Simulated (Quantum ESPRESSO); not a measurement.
Pb under changes of volume

One of the cells (29.314 Å³/atom); the others are scaled copies at fixed shape and fractional positions:

```
Pb
1.0
     3.48000    0.00000    0.00000
    -1.74000    3.01377    0.00000
     0.00000    0.00000    5.59000
Pb
2
Direct
  0.66667 0.33333 0.75000
  0.33333 0.66667 0.25000
```

This isn't the form of Pb at room conditions, which is fcc.

- Program: Quantum ESPRESSO 7.5
- Functional: PBE
- Potentials or basis: SSSP 1.3 efficiency PBE
- Cutoff: 748 eV
- Density cutoff: 5987 eV
- k mesh: 9 × 9 × 5
- Occupations: fermi-dirac, width 0.05 eV
- Spin: no spin polarisation

| volume (Å³/atom) | energy over the lowest point (meV/atom) | pressure (GPa) |
| --- | --- | --- |
| 27.555 | 95.28 | 8.1 |
| 28.141 | ? | ? |
| 28.727 | 45.95 | 5.2 |
| 29.314 | 28.72 | 4.0 |
| 29.900 | 15.64 | 3.0 |
| 30.486 | 6.22 | 2.0 |
| 31.073 | 0.00 | 1.2 |

Task: What does the run at 28.141 Å³/atom give?

Result: Energy over the lowest point 67.92 meV/atom; pressure 6.6 GPa.

Worked out: A Birch-Murnaghan fit of order 3 (a polynomial in V^(-2/3)) to the other rows has no minimum within the range. It gives 67.92 meV/atom at 28.141 Å³/atom, against the run's 67.92, and -dE/dV = 6.7 GPa, against 6.6.

Energies are extrapolated to zero smearing.
